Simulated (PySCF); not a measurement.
An unknown is described by computed data only.

Formula: C7H8O.

| Property | Result |
| --- | --- |
| NMR, other nuclei | isotropic shieldings of nuclei other than C and H, by class: 42 (1 O) ppm [GIAO KT3/pcSseg-1] |
| 13C NMR | chemical shifts (computed TMS as zero) by class: 136.0 (1 C), 134.9 (1 C), 130.8 (1 C), 118.5 (1 C), 110.6 (1 C), 106.8 (1 C), 34.7 (1 C) ppm [GIAO KT3/pcSseg-1] |
| Dipole | 0.64 D [CAM-B3LYP/def2-SVPD] |
| UV, strongest line | among the 10 lowest singlet transitions: S6 at 7.30 eV (170 nm, f = 0.422) [TDDFT CAM-B3LYP/def2-SVPD] |
| Polarisability | 83.7 au [CAM-B3LYP/def2-SVPD] |
| Triplet | lowest triplet excitation (Tamm–Dancoff): 4.04 eV [TDA CAM-B3LYP/def2-SVPD] |
| UV, first state | lowest singlet excitation: 6.13 eV (202 nm, f = 0.124) [TDDFT CAM-B3LYP/def2-SVPD] |
| Rotational structure | rotational constants A, B, C: 6.016, 1.188, 1.051 GHz [PBE0-D3(BJ)/def2-SVP] |

The electronic properties come from PySCF, for the isolated species, density fitting. Levels stand in brackets. Geometry: PBE0-D3(BJ)/def2-SVP, one conformer, isolated molecule. NMR values are class means; diastereotopic atoms form classes of their own.

Q: Give a SMILES that accounts for the data.

A: Numbering: `[CH2:1]=[CH:2][CH2:3][c:4]1[cH:5][cH:6][o:7][cH:8]1`. Its formula, C7H8O, gives 4 degrees of unsaturation: 1 ring and 3 π bonds in the structure found (Kekulé form). 7 carbons fall into 7 classes; from least to most shielded: alkene CH carbon [C2] (136.0 ppm), aromatic CH next to a ring oxygen [C6] (134.9 ppm), aromatic CH next to a ring oxygen [C8] (130.8 ppm), substituted aromatic carbon [C4] (118.5 ppm), terminal =CH2 carbon [C1] (110.6 ppm), aromatic CH carbon [C5] (106.8 ppm), benzylic-type carbon [C3] (34.7 ppm). The other shieldings belong to: 42 ppm, furan-type oxygen [O7]. The optimised geometry has point group C1 and is an asymmetric top. Structure: `c1occ(c1)CC=C`. Computed isomers that give other values at the same levels: `OCc1ccccc1` (rotational constant A: 4.869 GHz; this holds for the one conformer computed); `c1cc(C2CC2)co1` (13C chemical shifts (computed TMS as zero) by class: 134.7 (1 C), 131.3 (1 C), 123.6 (1 C), 99.7 (1 C), 11.8 (2 C), 9.7 (1 C) ppm); `C=C(C)c1ccoc1` (13C chemical shifts (computed TMS as zero) by class: 134.9 (1 C), 130.8 (1 C), 130.7 (1 C), 122.1 (1 C), 105.7 (1 C), 102.1 (1 C), 22.8 (1 C) ppm). The assignments are read from this structure; whether some other isomer fits the data as well wasn't checked.

Conformer computed: `[CH2:1]=[CH:2][CH2:3][c:4]1[cH:5][cH:6][o:7][cH:8]1`: C1–C2–C3–C4 120°, C2–C3–C4–C5 -57°.
